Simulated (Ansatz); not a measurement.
# Hf under changes of volume

One of the cells (22.380 Å³/atom); the others are scaled copies at fixed shape and fractional positions:

```xyz
2
Lattice="3.1967 0.0000 0.0000 -1.5983 2.7684 0.0000 0.0000 0.0000 5.0578" Properties=species:S:1:pos:R:3 pbc="T T T"
Hf    1.5984    0.9228    3.7934
Hf    0.0000    1.8456    1.2645
```

```yaml
Program: Ansatz 0.2.0
Functional: PBEsol
Potentials_or_basis: all-electron LAPW, scalar-relativistic
Cutoff: 230 eV (chosen from the basis error)
Basis_error_allowed: 0.0005 eV/atom
k_mesh: 10 × 10 × 5
Occupations: fermi-dirac, width 0.05 eV
Spin: no spin polarisation
```

```tsv
volume (Å³/atom)	energy over the lowest point (meV/atom)	pressure (GPa)
21.037	4.59	3.0
21.485	0.00	0.5
21.933	2.10	-1.8
22.380	10.32	-3.9
22.828	24.13	-5.8
23.276	?	?
23.723	66.58	-9.1
```

Q: What does the run at 23.276 Å³/atom give?

A: Energy over the lowest point 43.04 meV/atom; pressure -7.5 GPa.

Worked out: A Birch-Murnaghan fit of order 3 (a polynomial in V^(-2/3)) to the other rows has its minimum at 21.56 Å³/atom with B0 = V·E''(V) = 114 GPa and B' = 3.4 at fixed shape and positions, which overstates the stiffness. It gives 43.05 meV/atom at 23.276 Å³/atom, against the run's 43.04, and -dE/dV = -7.6 GPa, against -7.5.

Energies are extrapolated to zero smearing.
